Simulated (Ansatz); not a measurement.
**Ag (fcc type): a single-point run**

The task is a single-point run on Ag (fcc type).

Method: DFT, LDA, all-electron LAPW, scalar-relativistic, in Ansatz 0.2.0.

1 further run of the same task is left out (it didn't finish). Runs told in other sessions of the task aren't counted.

## Step 1: The structure to begin with

The structure is cubic, space group Fm-3m (No. 225). The conventional cell has a = 2.684 Å, b = 2.684 Å, c = 2.684 Å, α = 90.00°, β = 90.00°, γ = 90.00°. Around Ag (site symmetry m-3m) lie 12 Ag at 1.90 Å.

As a file:

```
CELL_PARAMETERS angstrom
0.00000 1.34220 1.34220
1.34220 0.00000 1.34220
1.34220 1.34220 0.00000
ATOMIC_POSITIONS crystal
Ag 0.00000 0.00000 0.00000
```

## Step 2: Running it

Contents of input.yaml:

```yaml
crystal:
  lattice:
    - [0.0, 1.34220092, 1.34220092]
    - [1.34220092, 0.0, 1.34220092]
    - [1.34220092, 1.34220092, 0.0]
  atoms:
    - { symbol: Ag, position: [0.0, 0.0, 0.0] }
kpoints:
  mp_grid: { grid: [18, 18, 18] }
scf:
  occupations: { method: fermi_dirac, width: 0.05 }
  max_iter: 80
hamiltonian:
  xc: lda
  pseudopotentials: { kind: all_electron, lapw: { basis_error: 0.001 } }
output:
  forces: true
  stress: true
  eigenvalues: true
  populations: true
```

The run is started by

```console
$ ansatz run input.yaml --threads 1 --pin off --max-ram 2048MiB --backend cpu --events-out ev --progress --plain --runs-dir out
```

What happens when this is run?

The run converged and reported no error. It gives a pressure of 3653 GPa, which is large; a structure far from rest gives such values too, whatever the setting.

The structure is squeezed far below its natural size. The shortest distance in the input is 1.90 Å.

Fix: restore the intended size.
